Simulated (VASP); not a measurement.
Level of theory: r2SCAN meta-GGA, VASP's PBE PAW potentials (set 64) (plane waves; VASP).

VASP ran on this input.

INCAR:
```
SYSTEM = NaBr
PREC = Accurate; ENCUT = 400; LREAL = .False.
LASPH = .True.
EDIFF = 1E-6; NELM = 100; ALGO = Normal
LMAXMIX = 4; LMIXTAU = .True.
ISMEAR = 0; SIGMA = 0.05
METAGGA = R2SCAN
IBRION = 2; NSW = 60; ISIF = 3
EDIFFG = -0.01
LWAVE = .False.; LCHARG = .False.
```

POSCAR:
```
NaBr
1
    0.0000000000     2.9850000000     2.9850000000
    2.9850000000     0.0000000000     2.9850000000
    2.9850000000     2.9850000000     0.0000000000
Na Br
1 1
Direct
  0.0000000000   0.0000000000   0.0000000000
  0.5000000000   0.5000000000   0.5000000000
```

**KPOINTS**
```
Automatic mesh
0
Gamma
7 7 7
0 0 0
```

POTCAR, in this order: Na_pv Br (PBE.64 set). Program: vasp_std.

What VASP printed:

File OSZICAR:
```
       N       E                     dE             d eps       ncg     rms          rms(c)
DAV:   1     0.691804688415E+02    0.69180E+02   -0.64219E+03   440   0.103E+03
DAV:   2    -0.150591856998E+02   -0.84240E+02   -0.79193E+02   484   0.257E+02
DAV:   3    -0.221322834182E+02   -0.70731E+01   -0.70311E+01   542   0.751E+01
DAV:   4    -0.222724842169E+02   -0.14020E+00   -0.14012E+00   479   0.118E+01
DAV:   5    -0.222747371950E+02   -0.22530E-02   -0.22526E-02   540   0.144E+00    0.159E+00
DAV:   6    -0.202786059988E+02    0.19961E+01   -0.65609E-01   467   0.948E+00    0.146E+00
DAV:   7    -0.202707055568E+02    0.79004E-02   -0.27275E-01   455   0.736E+00    0.389E-01
DAV:   8    -0.204384982159E+02   -0.16779E+00   -0.26609E-01   440   0.573E+00    0.365E-01
DAV:   9    -0.203815162074E+02    0.56982E-01   -0.12136E-01   440   0.409E+00    0.227E-01
DAV:  10    -0.204383639378E+02   -0.56848E-01   -0.44676E-02   440   0.231E+00    0.117E-01
DAV:  11    -0.204473510048E+02   -0.89871E-02   -0.63113E-03   452   0.891E-01    0.655E-02
DAV:  12    -0.204472186245E+02    0.13238E-03   -0.65212E-05   536   0.114E-01    0.741E-02
DAV:  13    -0.204455739885E+02    0.16446E-02   -0.87450E-04   446   0.272E-01    0.482E-02
DAV:  14    -0.204473008030E+02   -0.17268E-02   -0.65680E-04   446   0.323E-01    0.250E-02
DAV:  15    -0.204473407284E+02   -0.39925E-04   -0.21183E-05   512   0.432E-02    0.151E-02
DAV:  16    -0.204473104360E+02    0.30292E-04   -0.11134E-05   446   0.453E-02    0.102E-02
DAV:  17    -0.204473178513E+02   -0.74153E-05   -0.89732E-07   476   0.942E-03    0.627E-03
DAV:  18    -0.204473138027E+02    0.40486E-05   -0.40700E-07   244   0.665E-03    0.252E-03
DAV:  19    -0.204473159782E+02   -0.21755E-05   -0.26885E-07   232   0.514E-03    0.369E-04
DAV:  20    -0.204473131280E+02    0.28502E-05   -0.11283E-07   226   0.411E-03    0.511E-04
DAV:  21    -0.204473135893E+02   -0.46125E-06   -0.20392E-08   220   0.178E-03
   1 F= -.20447314E+02 E0= -.20447314E+02  d E =-.204473E+02
       N       E                     dE             d eps       ncg     rms          rms(c)
DAV:   1    -0.204597426333E+02   -0.12430E-01   -0.28408E-01   494   0.835E+00    0.647E-01
DAV:   2    -0.204509738284E+02    0.87688E-02   -0.10847E-02   467   0.133E+00    0.311E-01
DAV:   3    -0.204488141785E+02    0.21596E-02   -0.52463E-03   476   0.858E-01    0.929E-02
DAV:   4    -0.204480214542E+02    0.79272E-03   -0.12901E-03   440   0.465E-01    0.245E-02
DAV:   5    -0.204488136255E+02   -0.79217E-03   -0.87372E-04   440   0.394E-01    0.926E-03
DAV:   6    -0.204488942831E+02   -0.80658E-04   -0.42105E-05   440   0.735E-02    0.324E-03
DAV:   7    -0.204489024031E+02   -0.81200E-05   -0.77002E-06   440   0.389E-02    0.995E-04
DAV:   8    -0.204489154057E+02   -0.13003E-04   -0.10873E-06   440   0.143E-02    0.358E-04
DAV:   9    -0.204489070782E+02    0.83275E-05   -0.27720E-07   440   0.779E-03    0.159E-04
DAV:  10    -0.204489104441E+02   -0.33659E-05   -0.31912E-08   220   0.233E-03    0.688E-05
DAV:  11    -0.204489101689E+02    0.27517E-06   -0.56675E-09   220   0.119E-03
   2 F= -.20448910E+02 E0= -.20448910E+02  d E =-.159658E-02
       N       E                     dE             d eps       ncg     rms          rms(c)
DAV:   1    -0.204501057642E+02   -0.11953E-02   -0.26844E-02   494   0.259E+00    0.198E-01
DAV:   2    -0.204493055215E+02    0.80024E-03   -0.10214E-03   467   0.409E-01    0.952E-02
DAV:   3    -0.204490867440E+02    0.21878E-03   -0.49317E-04   476   0.264E-01    0.280E-02
DAV:   4    -0.204491162879E+02   -0.29544E-04   -0.11769E-04   440   0.141E-01    0.726E-03
DAV:   5    -0.204490930916E+02    0.23196E-04   -0.85250E-05   440   0.123E-01    0.337E-03
DAV:   6    -0.204491155534E+02   -0.22462E-04   -0.49651E-06   440   0.254E-02    0.993E-04
DAV:   7    -0.204491173622E+02   -0.18088E-05   -0.68062E-07   440   0.117E-02    0.333E-04
DAV:   8    -0.204491205206E+02   -0.31584E-05   -0.79912E-08   223   0.394E-03    0.115E-04
DAV:   9    -0.204491183276E+02    0.21930E-05   -0.20386E-08   220   0.210E-03    0.357E-05
DAV:  10    -0.204491187789E+02   -0.45135E-06   -0.17847E-09   220   0.527E-04
   3 F= -.20449119E+02 E0= -.20449119E+02  d E =-.180519E-02
       N       E                     dE             d eps       ncg     rms          rms(c)
DAV:   1    -0.204531770495E+02   -0.40587E-02   -0.10751E-01   494   0.517E+00    0.397E-01
DAV:   2    -0.204498963364E+02    0.32807E-02   -0.40734E-03   467   0.821E-01    0.191E-01
DAV:   3    -0.204490770848E+02    0.81925E-03   -0.19874E-03   476   0.531E-01    0.566E-02
DAV:   4    -0.204489321164E+02    0.14497E-03   -0.47800E-04   440   0.283E-01    0.149E-02
DAV:   5    -0.204490816467E+02   -0.14953E-03   -0.33803E-04   440   0.246E-01    0.631E-03
DAV:   6    -0.204491307693E+02   -0.49123E-04   -0.18303E-05   440   0.488E-02    0.201E-03
DAV:   7    -0.204491356892E+02   -0.49199E-05   -0.26570E-06   440   0.231E-02    0.678E-04
DAV:   8    -0.204491423932E+02   -0.67040E-05   -0.33184E-07   440   0.797E-03    0.214E-04
DAV:   9    -0.204491376938E+02    0.46994E-05   -0.86564E-08   232   0.452E-03    0.840E-05
DAV:  10    -0.204491389436E+02   -0.12498E-05   -0.95468E-09   220   0.134E-03    0.363E-05
DAV:  11    -0.204491394452E+02   -0.50163E-06   -0.48370E-09   220   0.902E-04
   4 F= -.20449139E+02 E0= -.20449139E+02  d E =-.182586E-02
       N       E                     dE             d eps       ncg     rms          rms(c)
DAV:   1    -0.204507608195E+02   -0.16219E-02   -0.40159E-02   494   0.319E+00    0.240E-01
DAV:   2    -0.204494746310E+02    0.12862E-02   -0.15213E-03   464   0.501E-01    0.116E-01
DAV:   3    -0.204492289549E+02    0.24568E-03   -0.73776E-04   476   0.323E-01    0.336E-02
DAV:   4    -0.204490193283E+02    0.20963E-03   -0.17264E-04   440   0.171E-01    0.817E-03
DAV:   5    -0.204492075051E+02   -0.18818E-03   -0.13173E-04   440   0.153E-01    0.469E-03
DAV:   6    -0.204491915536E+02    0.15952E-04   -0.89085E-06   440   0.344E-02    0.120E-03
DAV:   7    -0.204491907407E+02    0.81286E-06   -0.94656E-07   440   0.138E-02
   5 F= -.20449191E+02 E0= -.20449191E+02  d E =-.187715E-02
```

File OUTCAR:
```
------------------------ aborting loop because EDIFF is reached ----------------------------------------
  FORCE on cell =-STRESS in cart. coord.  units (eV):
  Direction    XX          YY          ZZ          XY          YZ          ZX
  --------------------------------------------------------------------------------------
  Total        0.0010746      0.0010746      0.0010746      0.0000000     -0.0000000      0.0000000
  in kB        0.0329982      0.0329982      0.0329982      0.0000000     -0.0000000      0.0000000
  external PRESSURE =       0.0329982 kB  Pullay stress =       0.0000000 kB
  volume of cell :       52.18
      direct lattice vectors                 reciprocal lattice vectors
     0.000000000  2.965832525  2.965832525    -0.168586728  0.168586728  0.168586728
     2.965832525  0.000000000  2.965832525     0.168586728 -0.168586728  0.168586728
     2.965832525  2.965832525  0.000000000     0.168586728  0.168586728 -0.168586728
 POSITION                                       TOTAL-FORCE (eV/Angst)
 -----------------------------------------------------------------------------------
      0.00000      0.00000      0.00000        -0.000000     -0.000000      0.000000
      2.96583      2.96583      2.96583         0.000000      0.000000     -0.000000
 -----------------------------------------------------------------------------------
    total drift:                                0.000000      0.000000      0.000000
  FREE ENERGIE OF THE ION-ELECTRON SYSTEM (eV)
  ---------------------------------------------------
  free  energy   TOTEN  =       -20.4491907407 eV

  energy  without entropy=      -20.4491907407  energy(sigma->0) =      -20.44919074

 reached required accuracy - stopping structural energy minimisation
```
(Selected blocks of OUTCAR.)

File CONTCAR:
```
NaBr
   1.00000000000000
     0.0000000000000000    2.9658325251803168    2.9658325251803168
     2.9658325251803168    0.0000000000000000    2.9658325251803168
     2.9658325251803168    2.9658325251803168    0.0000000000000000
  Na              Br
     1     1
Direct
     0.0000000000000000    0.0000000000000000    0.0000000000000000
     0.5000000000000000    0.5000000000000000    0.5000000000000000
```

The compound is NaBr in the rock salt structure. This run relaxes it. Symmetry was kept, so distortions that lower it aren't found.
